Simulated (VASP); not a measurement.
# Ga (P2_1/m) in VASP: further runs

One crystal, Ga, is run at these levels: r2SCAN; tasks: single point.

Program: VASP 6.6.1. These are calculated values, not measurements. Logs are shortened: lines on timing, memory, paths and dates and some standing lists are left out, and cuts for length are marked.

**1. The structure**

The structure is monoclinic, space group P2_1/m (No. 11). Conventional cell: a = 2.778 Å, b = 3.282 Å, c = 4.210 Å, α = 90.00°, β = 108.61°, γ = 90.00°. Ga (site symmetry m) is surrounded by 8 Ga at 2.71 to 2.84 Å.

This isn't the form of Ga at room conditions, which is orthorhombic.

**2. Single point, r2SCAN**

INCAR reads:

```
SYSTEM = Ga
PREC = Accurate ; ENCUT = 200
EDIFF = 1E-6 ; ISMEAR = -1
SIGMA = 0.2 ; LREAL = .FALSE.
LASPH = .TRUE. ; NELM = 100
ALGO = Normal ; ISIF = 2
LWAVE = .FALSE. ; LCHARG = .FALSE.
METAGGA = R2SCAN ; LMIXTAU = .TRUE.
ADDGRID = .FALSE.
```

KPOINTS reads:

```
Automatic mesh
0
G
  7 6 5
  0 0 0
```

POSCAR reads:

```
Ga
1.0
    2.7784220849      0.0000000000      0.0000000000
    0.0000000000      3.2816087900      0.0000000000
   -1.3434310986      0.0000000000      3.9902731763
Ga
2
Direct
    0.1345962700      0.7500000000      0.7701668300
    0.8654037300      0.2500000000      0.2298331700
```

Potentials or basis: VASP PAW PBE potentials, release 64 (Ga_d).

Started as:

```
$ cat potpaw_PBE.64/Ga_d/POTCAR > POTCAR
$ mpirun -np 1 vasp_std > vasp.out
```

OUTCAR:

```text
SYSTEM = Ga
   PREC = Accurate
   ENCUT = 200
   EDIFF = 1E-6
   ISMEAR = -1
   LREAL = .FALSE.
   LASPH = .TRUE.
   NELM = 100
   ISIF = 2
   METAGGA = R2SCAN

 Found     72 irreducible k-points:

 Following reciprocal coordinates:
            Coordinates               Weight
  0.000000  0.000000  0.000000      1.000000
  0.142857  0.000000 -0.000000      2.000000
  0.285714  0.000000 -0.000000      2.000000
  0.428571  0.000000 -0.000000      2.000000
  0.000000  0.166667  0.000000      2.000000
  0.142857  0.166667 -0.000000      4.000000
   k-points           NKPTS =     72   k-points in BZ     NKDIM =     72   number of bands    NBANDS=     17
   number of dos      NEDOS =    301   number of ions     NIONS =      2
   total plane-waves  NPLWV =   4480
   dimension x,y,z NGX =    14 NGY =   16 NGZ =   20
   dimension x,y,z NGXF=    28 NGYF=   32 NGZF=   40
   ions per type =               2
   NGX,Y,Z   is equivalent  to a cutoff of   8.38,  8.11,  7.90 a.u.
   NGXF,Y,Z  is equivalent  to a cutoff of  16.75, 16.21, 15.79 a.u.
 SYSTEM =  Ga
   PREC   = accura    normal or accurate (medium, high low for compatibility)
   ISTART =      0    job   : 0-new  1-cont  2-samecut
   ICHARG =      2    charge: 1-file 2-atom 10-const
   ISPIN  =      1    spin polarized calculation?
   LNONCOLLINEAR =      F non collinear calculations
   LSORBIT =      F    spin-orbit coupling
   LASPH  =      T    aspherical Exc in radial PAW
   ENCUT  =  200.0 eV  14.70 Ry    3.83 a.u.   3.20  3.78  4.86*2*pi/ulx,y,z
   NELM   =    100;   NELMIN=  2; NELMDL= -5     # of ELM steps
   EDIFF  = 0.1E-05   stopping-criterion for ELM
   LREAL  =      F    real-space projection
   EDIFFG = 0.1E-04   stopping-criterion for IOM
   NSW    =      0    number of steps for IOM
   IBRION =     -1    ionic relax: 0-MD 1-quasi-New 2-CG
   NFREE  =      0    steps in history (QN), initial steepest desc. (CG)
   ISIF   =      2    stress and relaxation
   ISYM   =      2    0-nonsym 1-usesym 2-fastsym
   POTIM  = 0.5000    time-step for ionic-motion
   TEBEG  =    0.0;   TEEND  =   0.0 temperature during run
   PSTRESS=    0.0 pullay stress
   NELECT =      26.0000    total number of electrons
   NUPDOWN=      -1.0000    fix difference up-down
   EMIN   =  10.00;   EMAX   =-10.00  energy-range for DOS
   EFERMI =   0.00;   METHOD = LEGACY
   ISMEAR =    -1;   SIGMA  =   0.20  broadening in eV -4-tet -1-fermi 0-gaus
   EFERMI_NEDOS =   21; number of points for ismear=-14 and -15
   IALGO  =     38    algorithm
   IMIX   =      4    mixing-type and parameters
     AMIX     =   0.40;   BMIX     =  1.00
     AMIX_MAG =   1.60;   BMIX_MAG =  1.00
  volume/ion in A,a.u.               =      18.19       122.76
  Fermi-wavevector in a.u.,A,eV,Ry     =   1.463648  2.765894 29.147302  2.142266
  Thomas-Fermi vector in A             =   2.579718
   LORBIT       =      0    0 simple, 1 ext, 2 COOP (PROOUT), +10 PAW based schemes
   METAGGA = R2SCAN    functional components
   LHFCALC =     F    Hartree Fock is set to
   AEXX    =    0.0000 exact exchange contribution
   IVDW    =     0    specifies the selected vdW correction
   LEPSILON=     F    determine dielectric tensor
   LRPA    =     F    only Hartree local field effects (RPA)
 non-spin polarized calculation
  energy-cutoff  :      200.00
  volume of cell :       36.38
 maximum number of plane-waves:       244
 NGX is ok and might be reduce to    14
   NGX =  7   NGY =  7   NGZ =  9

 number of electron      26.0000092 magnetization

 Free energy of the ion-electron system (eV)
  ---------------------------------------------------
  ext. energy  EPLUGINS =         0.00000000
  ---------------------------------------------------
  free energy    TOTEN  =       -21.62945339 eV

  energy without entropy =      -21.52616611  energy(sigma->0) =      -21.57780975

 E-fermi :   5.7853     XC(G=0): -12.1857

 val. band max:        5.7769514741   @ k =  -0.2857   0.1667   0.4000
 cond. band min:       5.8066454760   @ k =  -0.1429   0.3333   0.4000
 fundamental gap:      0.0296940019
 Fermi energy:         5.7853169497

 k-point     1 :       0.0000    0.0000    0.0000
  band No.  band energies     occupation
      1     -10.5568      2.00000
      2     -10.4809      2.00000
      3     -10.4517      2.00000
      4     -10.4236      2.00000
      5     -10.2638      2.00000
      6     -10.1894      2.00000
[... 9 lines left out ...]
     16      15.4133      0.00000
     17      16.6178      0.00000

 k-point     2 :       0.1429    0.0000   -0.0000
  band No.  band energies     occupation
      1     -10.5466      2.00000
      2     -10.4369      2.00000
      3     -10.4153      2.00000
      4     -10.3760      2.00000
      5     -10.2736      2.00000
      6     -10.2217      2.00000
[... 9 lines left out ...]
     16      12.1495      0.00000
     17      13.1718      0.00000

 k-point     3 :       0.2857    0.0000   -0.0000
  band No.  band energies     occupation
      1     -10.5039      2.00000
      2     -10.4534      2.00000
      3     -10.3911      2.00000
      4     -10.3581      2.00000
      5     -10.3547      2.00000
      6     -10.2469      2.00000
[... 9 lines left out ...]
     16       9.8193      0.00000
     17      13.4946      0.00000

 k-point     4 :       0.4286    0.0000   -0.0000
  band No.  band energies     occupation
      1     -10.4869      2.00000
      2     -10.4752      2.00000
      3     -10.4305      2.00000
      4     -10.4082      2.00000
      5     -10.3858      2.00000
      6     -10.2845      2.00000
[... 9 lines left out ...]
     16      11.6866      0.00000
     17      15.4613      0.00000

 k-point     5 :       0.0000    0.1667    0.0000
  band No.  band energies     occupation
      1     -10.5761      2.00000
      2     -10.5202      2.00000
      3     -10.5147      2.00000
      4     -10.4337      2.00000
      5     -10.2920      2.00000
      6     -10.2706      2.00000
[... 9 lines left out ...]
     16      14.4587      0.00000
     17      15.2607      0.00000

 k-point     6 :       0.1429    0.1667   -0.0000
  band No.  band energies     occupation
      1     -10.5063      2.00000
      2     -10.4857      2.00000
      3     -10.4124      2.00000
      4     -10.3590      2.00000
      5     -10.3267      2.00000
      6     -10.2936      2.00000
[... 9 lines left out ...]
     16      13.0640      0.00000
     17      14.0583      0.00000

 [... further k-points ...]

------------------------ aborting loop because EDIFF is reached ----------------------------------------

  FORCE on cell =-STRESS in cart. coord.  units (eV):
  Direction    XX          YY          ZZ          XY          YZ          ZX
  --------------------------------------------------------------------------------------
  -------------------------------------------------------------------------------------
  Total      -17.1398435    -17.0212256    -17.4778517      0.0000000      0.0000000     -0.0174213
  in kB     -754.7963243   -749.5726843   -769.6813726      0.0000000      0.0000000     -0.7671890
  external PRESSURE =    -758.0167937 kB  Pullay stress =       0.0000000 kB

 VOLUME and BASIS-vectors are now :
 -----------------------------------------------------------------------------
  energy-cutoff  :      200.00
  volume of cell :       36.38
      direct lattice vectors                 reciprocal lattice vectors
     2.778422085  0.000000000  0.000000000     0.359916517  0.000000000  0.121175424
     0.000000000  3.281608790  0.000000000     0.000000000  0.304728584  0.000000000
    -1.343431099  0.000000000  3.990273176     0.000000000  0.000000000  0.250609408

 POSITION                                       TOTAL-FORCE (eV/Angst)
 -----------------------------------------------------------------------------------
     -0.66070      2.46121      3.07318        -0.014414     -0.000000     -0.061131
      2.09569      0.82040      0.91710         0.014414      0.000000      0.061131
 -----------------------------------------------------------------------------------
    total drift:                               -0.000000     -0.000000      0.000000

  FREE ENERGIE OF THE ION-ELECTRON SYSTEM (eV)
  ---------------------------------------------------
  free  energy   TOTEN  =       -21.6294533891 eV

  energy  without entropy=      -21.5261661119  energy(sigma->0) =      -21.57780975
```

stdout:

```text
POSCAR found type information on POSCAR Ga
 POSCAR found :  1 types and       2 ions
 scaLAPACK will be used
 -----------------------------------------------------------------------------
|                                                                             |
|                                                                             |
|     You enforced a specific xc type in the INCAR file but a different       |
|     I HOPE YOU KNOW WHAT YOU ARE DOING!                                     |
|                                                                             |
 -----------------------------------------------------------------------------

 LDA part: xc-table for (None), standard interpolation
 POSCAR, INCAR and KPOINTS ok, starting setup
 FFT: planning ... GRIDC
 FFT: planning ... GRID_SOFT
 FFT: planning ... GRID
 WAVECAR not read
 entering main loop
```

Run time: 22 s. Hardware: 1 thread of Intel Xeon 6975P-C (Granite Rapids), shared host; peak memory 0.12 GiB.

The run converged, but a check on its numbers failed (symmetry, net force, bounds or a known fault of this set-up), so they aren't taken as properties of the crystal.

Caveat: the cutoff lies under the usual one of these potentials, so the numbers hold a large basis-set error; a pressure of tens of GPa on the cell as given is suspect, and the run, the potentials or the cell itself is likely at fault; the PAW data sets were made with another functional, which shifts forces and pressure a little.

**3. Single point, r2SCAN**

Changes to INCAR since step 2:

```diff
@@ -1,3 +1,3 @@
 SYSTEM = Ga
-PREC = Accurate ; ENCUT = 200
+PREC = Accurate ; ENCUT = 600
 EDIFF = 1E-6 ; ISMEAR = -1
```

KPOINTS reads:

```
Automatic mesh
0
G
  4 4 3
  0 0 0
```

POSCAR is that of step 2.

Potentials or basis: VASP PAW PBE potentials, release 64 (Ga_d).

Started as:

```
$ cat potpaw_PBE.64/Ga_d/POTCAR > POTCAR
$ mpirun -np 1 vasp_std > vasp.out
```

Wall time 27 s (1 thread of Intel Xeon 6975P-C (Granite Rapids), shared host); peak memory 0.17 GiB.

The run converged, but some of its settings lie outside the range that counts as converged, so its numbers aren't taken as properties of the crystal.

What came out:

- Free energy: -22.8232 eV
- Pressure: -0.6 GPa
- Largest force: 0.124 eV/Å
- Band gap on the k mesh: none (metal or under the smearing width)

Caveat: the k mesh is coarse (spacing up to 0.60 Å⁻¹), so the values aren't converged; the PAW data sets were made with another functional, which shifts forces and pressure a little.

**4. Single point, r2SCAN**

Changes to INCAR since step 3:

```diff
@@ -1,3 +1,3 @@
 SYSTEM = Ga
-PREC = Accurate ; ENCUT = 600
+PREC = Accurate ; ENCUT = 250
 EDIFF = 1E-6 ; ISMEAR = -1
```

KPOINTS reads:

```
Automatic mesh
0
G
  7 6 5
  0 0 0
```

POSCAR is that of step 3.

Potentials or basis: VASP PAW PBE potentials, release 64 (Ga_d).

Started as:

```
$ cat potpaw_PBE.64/Ga_d/POTCAR > POTCAR
$ mpirun -np 1 vasp_std > vasp.out
```

OUTCAR:

```text
SYSTEM = Ga
   PREC = Accurate
   ENCUT = 250
   EDIFF = 1E-6
   ISMEAR = -1
   LREAL = .FALSE.
   LASPH = .TRUE.
   NELM = 100
   ISIF = 2
   METAGGA = R2SCAN

 Found     72 irreducible k-points:

 Following reciprocal coordinates:
            Coordinates               Weight
  0.000000  0.000000  0.000000      1.000000
  0.142857  0.000000 -0.000000      2.000000
  0.285714  0.000000 -0.000000      2.000000
  0.428571  0.000000 -0.000000      2.000000
  0.000000  0.166667  0.000000      2.000000
  0.142857  0.166667 -0.000000      4.000000
   k-points           NKPTS =     72   k-points in BZ     NKDIM =     72   number of bands    NBANDS=     17
   number of dos      NEDOS =    301   number of ions     NIONS =      2
   total plane-waves  NPLWV =   6048
   dimension x,y,z NGX =    14 NGY =   18 NGZ =   24
   dimension x,y,z NGXF=    28 NGYF=   36 NGZF=   48
   ions per type =               2
   NGX,Y,Z   is equivalent  to a cutoff of   8.38,  9.12,  9.48 a.u.
   NGXF,Y,Z  is equivalent  to a cutoff of  16.75, 18.24, 18.95 a.u.
 SYSTEM =  Ga
   PREC   = accura    normal or accurate (medium, high low for compatibility)
   ISTART =      0    job   : 0-new  1-cont  2-samecut
   ICHARG =      2    charge: 1-file 2-atom 10-const
   ISPIN  =      1    spin polarized calculation?
   LNONCOLLINEAR =      F non collinear calculations
   LSORBIT =      F    spin-orbit coupling
   LASPH  =      T    aspherical Exc in radial PAW
   ENCUT  =  250.0 eV  18.37 Ry    4.29 a.u.   3.58  4.23  5.43*2*pi/ulx,y,z
   NELM   =    100;   NELMIN=  2; NELMDL= -5     # of ELM steps
   EDIFF  = 0.1E-05   stopping-criterion for ELM
   LREAL  =      F    real-space projection
   EDIFFG = 0.1E-04   stopping-criterion for IOM
   NSW    =      0    number of steps for IOM
   IBRION =     -1    ionic relax: 0-MD 1-quasi-New 2-CG
   NFREE  =      0    steps in history (QN), initial steepest desc. (CG)
   ISIF   =      2    stress and relaxation
   ISYM   =      2    0-nonsym 1-usesym 2-fastsym
   POTIM  = 0.5000    time-step for ionic-motion
   TEBEG  =    0.0;   TEEND  =   0.0 temperature during run
   PSTRESS=    0.0 pullay stress
   NELECT =      26.0000    total number of electrons
   NUPDOWN=      -1.0000    fix difference up-down
   EMIN   =  10.00;   EMAX   =-10.00  energy-range for DOS
   EFERMI =   0.00;   METHOD = LEGACY
   ISMEAR =    -1;   SIGMA  =   0.20  broadening in eV -4-tet -1-fermi 0-gaus
   EFERMI_NEDOS =   21; number of points for ismear=-14 and -15
   IALGO  =     38    algorithm
   IMIX   =      4    mixing-type and parameters
     AMIX     =   0.40;   BMIX     =  1.00
     AMIX_MAG =   1.60;   BMIX_MAG =  1.00
  volume/ion in A,a.u.               =      18.19       122.76
  Fermi-wavevector in a.u.,A,eV,Ry     =   1.463648  2.765894 29.147302  2.142266
  Thomas-Fermi vector in A             =   2.579718
   LORBIT       =      0    0 simple, 1 ext, 2 COOP (PROOUT), +10 PAW based schemes
   METAGGA = R2SCAN    functional components
   LHFCALC =     F    Hartree Fock is set to
   AEXX    =    0.0000 exact exchange contribution
   IVDW    =     0    specifies the selected vdW correction
   LEPSILON=     F    determine dielectric tensor
   LRPA    =     F    only Hartree local field effects (RPA)
 non-spin polarized calculation
  energy-cutoff  :      250.00
  volume of cell :       36.38
 maximum number of plane-waves:       338
   NGX =  7   NGY =  9   NGZ = 11

 number of electron      26.0000051 magnetization

 Free energy of the ion-electron system (eV)
  ---------------------------------------------------
  ext. energy  EPLUGINS =         0.00000000
  ---------------------------------------------------
  free energy    TOTEN  =       -22.67205965 eV

  energy without entropy =      -22.56947076  energy(sigma->0) =      -22.62076521

 E-fermi :   5.7955     XC(G=0): -12.2469

 val. band max:        5.7793530044   @ k =  -0.2857   0.1667   0.4000
 cond. band min:       5.8185385456   @ k =  -0.1429   0.3333   0.4000
 fundamental gap:      0.0391855413
 Fermi energy:         5.7954556115

 k-point     1 :       0.0000    0.0000    0.0000
  band No.  band energies     occupation
      1     -10.0703      2.00000
      2     -10.0541      2.00000
      3      -9.9931      2.00000
      4      -9.9830      2.00000
      5      -9.7168      2.00000
      6      -9.7159      2.00000
[... 9 lines left out ...]
     16      15.4398      0.00000
     17      16.6323      0.00000
[... 81 lines left out ...]
 k-point     6 :       0.1429    0.1667   -0.0000
  band No.  band energies     occupation
      1     -10.0544      2.00000
      2      -9.9835      2.00000
      3      -9.9493      2.00000
      4      -9.8912      2.00000
      5      -9.8114      2.00000
      6      -9.7674      2.00000
[... 9 lines left out ...]
     16      13.0816      0.00000
     17      14.0898      0.00000

 [... further k-points ...]

------------------------ aborting loop because EDIFF is reached ----------------------------------------

  FORCE on cell =-STRESS in cart. coord.  units (eV):
  Direction    XX          YY          ZZ          XY          YZ          ZX
  --------------------------------------------------------------------------------------
  -------------------------------------------------------------------------------------
  Total       -1.9092843     -1.6707926     -2.3129606      0.0000000      0.0000000     -0.0572723
  in kB      -84.0801581    -73.5775762   -101.8570655      0.0000000      0.0000000     -2.5221288
  external PRESSURE =     -86.5049332 kB  Pullay stress =       0.0000000 kB

 VOLUME and BASIS-vectors are now :
 -----------------------------------------------------------------------------
  energy-cutoff  :      250.00
  volume of cell :       36.38
      direct lattice vectors                 reciprocal lattice vectors
     2.778422085  0.000000000  0.000000000     0.359916517  0.000000000  0.121175424
     0.000000000  3.281608790  0.000000000     0.000000000  0.304728584  0.000000000
    -1.343431099  0.000000000  3.990273176     0.000000000  0.000000000  0.250609408

 POSITION                                       TOTAL-FORCE (eV/Angst)
 -----------------------------------------------------------------------------------
     -0.66070      2.46121      3.07318         0.000521      0.000000     -0.110820
      2.09569      0.82040      0.91710        -0.000521      0.000000      0.110820
 -----------------------------------------------------------------------------------
    total drift:                               -0.000000      0.000000      0.000000

  FREE ENERGIE OF THE ION-ELECTRON SYSTEM (eV)
  ---------------------------------------------------
  free  energy   TOTEN  =       -22.6720596508 eV

  energy  without entropy=      -22.5694707623  energy(sigma->0) =      -22.62076521
```

It took 27 s on 1 thread of Intel Xeon 6975P-C (Granite Rapids), shared host; peak memory 0.12 GiB.

The run converged, but a check on its numbers failed (symmetry, net force, bounds or a known fault of this set-up), so they aren't taken as properties of the crystal.

Caveat: the cutoff lies under the usual one of these potentials, so the numbers hold a large basis-set error; the PAW data sets were made with another functional, which shifts forces and pressure a little.

**5. Single point, r2SCAN**

Changes to INCAR since step 4:

```diff
@@ -1,3 +1,3 @@
 SYSTEM = Ga
-PREC = Accurate ; ENCUT = 250
+PREC = Accurate ; ENCUT = 350
 EDIFF = 1E-6 ; ISMEAR = -1
```

KPOINTS is that of step 4.

POSCAR is that of step 4.

Started as:

```
$ cat potpaw_PBE.64/Ga_d/POTCAR > POTCAR
$ mpirun -np 1 vasp_std > vasp.out
```

It took 48 s on 1 thread of Intel Xeon 6975P-C (Granite Rapids), shared host; peak memory 0.14 GiB.

These settings aren't checked as converged: the numbers below hold their error.

What came out:

- Free energy: -22.7262 eV
- Pressure: -0.1 GPa
- Largest force: 0.118 eV/Å
- Band gap on the k mesh: none (metal or under the smearing width)

Caveat: the cutoff is under 1.25 times the usual one of these potentials, so pressure, stress and relaxed cells hold a basis-set (Pulay) error; the PAW data sets were made with another functional, which shifts forces and pressure a little.

(Continued in part 2 of 2.)
